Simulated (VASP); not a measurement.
**Results of a VASP single-point calculation on Ge (strained lonsdaleite (2H))**

POSCAR

```
Ge
 1.0000000000000000
     3.9976152111186534   -0.0000000000288675    0.0000000000000000
    -1.9988076055343267    3.4620363273982795    0.0000000000000000
     0.0000000000000000    0.0000000000000000    6.7246759056999998
 Ge
   4
Cartesian
  0.0000000000166667  2.3080242182558970  0.0097118418848520
  1.9988076055676600  1.1540121091135149  3.3720497947348518
  0.0000000000166667  2.3080242182558970  2.5120416227526476
  1.9988076055676600  1.1540121091135149  5.8743795756026476
```

- gap between bands v and c: -0.03 eV (bands overlap: a metal)
- least direct gap: 0.00 eV
- largest force: 0.02 eV/Å

Band v is the last that the valence electrons fill when counted band by band, and c is the next. Levels in eV from the top of v:

```
point    v−1      v     c   c+1
    Γ  -0.38  -0.05  0.01  0.01
    M  -2.89  -1.55  0.52  1.40
    K  -3.52  -3.31  1.34  4.10
    A  -0.90  -0.90  0.65  0.65
    L  -2.45  -2.45  0.34  0.34
    H  -2.19  -2.19  0.99  0.99
```

Problem. Which of these levels of theory gave these results?
A. LDA
B. PBEsol
C. PBE with spin–orbit coupling
D. r²SCAN
E. HSE06
F. PBE0
G. PBE

Solution. G.

The INCAR was:

```
ENCUT = 520
NBANDS = 36
IBRION = -1
GGA = PE
ISMEAR = -1
ISIF = 2
LWAVE = .FALSE.
LELF = .TRUE.
PREC = Accurate
LREAL = .FALSE.
LASPH = .TRUE.
NELM = 120
EDIFF = 1E-7
NSW = 0
LCHARG = .TRUE.
SIGMA = 0.02
```
